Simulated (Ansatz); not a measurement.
## What strain does to SrO (h-MgO type)

SrO (h-MgO type), relaxed with r2SCAN in Ansatz 0.2.0. It is hexagonal, P6_3/mmc (No. 194); a = 4.270 Å, c = 5.144 Å in the conventional setting, 20.31 Å³ an atom. Sr has 5 O at 2.47–2.57 Å; O has 5 Sr at 2.47–2.57 Å.

The axes x, y and z are those of this cell:
```
CELL_PARAMETERS angstrom
4.27003 0.00000 0.00000
-2.13501 3.69795 0.00000
0.00000 0.00000 5.14446
ATOMIC_POSITIONS crystal
Sr 0.33333 0.66667 0.25000
Sr 0.66667 0.33333 0.75000
O 0.66667 0.33333 0.25000
O 0.33333 0.66667 0.75000
```

Unstrained: The PBE gap is direct at Γ: 2.658 eV. r2SCAN gives a direct gap of 3.032 eV at Γ. HSE06 gives a direct gap of 4.004 eV at Γ. Meshes: PBE 12×12×6, r2SCAN 12×12×6, HSE06 6×6×4. Strains are changes of length per length. After each strain the atoms were relaxed again with r2SCAN within the symmetry that the strain leaves, so tilts or polar shifts that break it weren't tested; points keep the names that they have in the unstrained zone. Spin-unpolarised throughout. Whether this structure exists isn't addressed.

Changes of the least gap in eV (an overlap counts as a negative gap):
```csv
strain,volume change (%),space group,PBE,r2SCAN,HSE06,"energy rise, r2SCAN (meV/atom)"
uniaxial -3.76 % along x,-3.8,Cmcm,+0.164,+0.164,–,9.3
```

Uniaxial -3.76 % along x, other directions held. r2SCAN: the gap goes from 3.032 to 3.196 eV (+0.164 eV); it turns from direct (Γ) to indirect (K → Γ); least and direct gap lie within 0.04 eV, so its kind isn't settled. Stress change with r2SCAN, compression positive: xx +4.01, yy +3.43, zz +1.56 GPa.

The meshes of the hybrids are coarse, so their gaps aren't converged to the digits shown.
